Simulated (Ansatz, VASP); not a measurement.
Two plane-wave programs on Zn

Contents of INCAR:

```
SYSTEM = Zn
ALGO = Normal
EDIFF = 1E-6
ENCUT = 520
GGA = PE
ISIF = 2
ISMEAR = 0
LASPH = .TRUE.
LCHARG = .TRUE.
LELF = .TRUE.
LREAL = .FALSE.
LVHAR = .TRUE.
LWAVE = .FALSE.
NBANDS = 12
NELM = 100
PREC = Accurate
SIGMA = 0.1
```

The input KPOINTS:

```
k-points
0
G
  18 18 18
  0 0 0
```

The input POSCAR:

```
Zn
1.0
   -1.5659980218      1.5659980218      1.5659980218
    1.5659980218     -1.5659980218      1.5659980218
    1.5659980218      1.5659980218     -1.5659980218
Zn
1
Direct
    0.0000000000      0.0000000000      0.0000000000
```

Input for Ansatz:

```yaml
crystal:
  lattice:
    - [-1.5659980218, 1.5659980218, 1.5659980218]
    - [1.5659980218, -1.5659980218, 1.5659980218]
    - [1.5659980218, 1.5659980218, -1.5659980218]
  atoms:
    - { symbol: Zn, position: [0.0, 0.0, 0.0] }
basis:
  ecutwfc: 420
kpoints:
  mp_grid: { grid: [18, 18, 18] }
  band_path:
    path:
      - [[0.0, 0.0, 0.0], [0.5, -0.5, 0.5], [0.0, 0.0, 0.5], [0.0, 0.0, 0.0], [0.25, 0.25, 0.25], [0.5, -0.5, 0.5]]
      - [[0.25, 0.25, 0.25], [0.0, 0.0, 0.5]]
    npoints: 14
hamiltonian:
  xc: pbe
scf:
  occupations: { method: gaussian, width: 0.1 }
  n_extra_bands: 6
output:
  forces: true
  stress: true
  eigenvalues: true
  populations: true
  dos: { projected: true, de: 0.02, nscf_kmesh: { grid: [27, 27, 27] } }
  bader: true
  write_density: true
  write_potential: true
  elf: true
  volumetric_format: npy
```

This isn't the form of Zn at room conditions, which is hcp.

Alike in both runs: task single point; functional PBE; k mesh 18 × 18 × 18; occupations gaussian, width 0.1 eV; no spin polarisation.

|  | VASP | Ansatz |
| --- | --- | --- |
| version | VASP 6.6.1 | Ansatz 0.2.0 |
| potentials or method | VASP PAW PBE potentials, release 64 (Zn) | scalar-relativistic, plane waves, PAW |
| plane-wave cutoff (eV) | 520 | 420 |
| valence electrons in the cell | 12 | 12 |

Ansatz gave:

- gap on the k mesh at the Fermi level (eV): none
- pressure (GPa): 0.0

Problem. Which values does VASP return?

Solution. gap on the k mesh at the Fermi level (eV): none; pressure (GPa): 0.3.

A gap of «none» marks a metal or a gap that the smearing closes. The functional is the same, so the differences come from potentials, cutoffs and numerics.
